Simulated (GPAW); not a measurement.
# Co: relaxation of cell and atoms with PBEsol

The system is Co.

```xyz
6
Lattice="0.0000 3.2174 3.2174 3.2174 0.0000 3.2174 3.2174 3.2174 0.0000" Properties=species:S:1:pos:R:3 pbc="T T T"
Co    0.8043    0.8043    0.8043
Co    0.8043    2.4130    2.4130
Co    2.4130    0.8043    2.4130
Co    2.4130    2.4130    0.8043
Co    3.2174    3.2174    3.2174
Co    4.8261    4.8261    4.8261
```

This isn't the form of Co at room conditions, which is hcp.

```yaml
Program: GPAW 26.7.0
Task: relaxation of cell and atoms
Functional: PBEsol
Potentials_or_basis: PAW data sets generated in the run's folder for this functional
Cutoff: 600 eV
Basis: pw
k_mesh: 5 × 5 × 5
Occupations: fermi-dirac, width 0.05 eV
Spin: collinear spin, ferromagnetic start
Starting_moments: "[2.0, 2.0, 2.0, 2.0, 2.0, 2.0] μB"
Target_pressure: 5 GPa
Maxiter: 150
Optimizer: BFGS
Fmax: 0.02 eV/Å
Max_steps: 60
Target_pressure: 5 GPa
Convergence: density=1e-05 forces=0.0001
```

```yaml
Relaxed_volume: 10.83 Å³/atom
Relaxed_cell: a = 4.513 Å, b = 4.513 Å, c = 4.513 Å, α = 60.00°, β = 60.00°, γ = 60.00°
Space_group_after_relaxing_to_0.05_Å: Fd-3m (No. 227)
Energy_change_on_relaxing_the_enthalpy_is_what_falls: +6.2 meV/atom
Ionic_steps: 3
Pressure_after_relaxing: 4.9 GPa
Band_gap_on_the_k_mesh: none (metal or under the smearing width)
Net_moment: 10.40 μB per cell
Site_moments: Co +1.77, +1.80 μB
```

Step by step:
```csv
step,energy change (eV),largest force (eV/Å),pressure (GPa),volume (Å³)
1,0.0000,0.0000,-0.62,66.61
2,0.0005,0.0000,0.01,66.42
3,0.0371,0.0001,4.85,65.00
```

Final structure:
```
Co
1.0
     0.00000    3.19133    3.19133
     3.19133    0.00000    3.19133
     3.19133    3.19133    0.00000
Co
6
Direct
  0.12500 0.12500 0.12500
  0.62500 0.12500 0.12500
  0.12500 0.62500 0.12500
  0.12500 0.12500 0.62500
  0.50000 0.50000 0.50000
  0.75000 0.75000 0.75000
```

Levels at points of the mesh, in eV from the Fermi level:
Spin up:
| k point | band 29 | band 30 | band 31 | band 32 | band 33 | band 34 | band 35 | band 36 |
| --- | --- | --- | --- | --- | --- | --- | --- | --- |
| (0.00, 0.00, 0.00) | -0.17 | -0.17 | -0.17 | 1.02 | 2.68 | 2.68 | 2.68 | 6.48 |
Spin down:
```tsv
k point	band 17	band 18	band 19	band 20	band 21	band 22	band 23	band 24	band 25	band 26
(0.00, 0.00, 0.00)	-0.89	-0.89	-0.55	-0.55	0.16	0.16	0.16	0.65	0.65	0.65
```

Run time: 3.9 min on 1 thread of Arm Neoverse V2 (shared host), peak memory 0.26 GiB.

Caveat: each step starts from the last one's moments, so a moment once lost doesn't come back; later steps reuse the first step's grids.
